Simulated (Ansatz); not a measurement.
Structure types of K were relaxed at one common pressure (all-electron LAPW in Ansatz 0.2.0 under PBE, scalar-relativistic, no spin polarisation, zero temperature). They take these volumes:

| type | space group | V (Å³/atom) |
| --- | --- | --- |
| fcc | Fm-3m | 37.46 |
| bcc | Im-3m | 37.52 |
| hcp | P6_3/mmc | 37.58 |
| beta tin | I4_1/amd | 37.52 |
| diamond | Fd-3m | 36.09 |
| dhcp | P6_3/mmc | 37.59 |

Task: At about which pressure, and is the densest type also the lowest in enthalpy?

Result: 8.4 GPa. The densest is diamond, and it is 506 meV/atom above bcc: its gain in pV doesn't pay for its higher energy here.
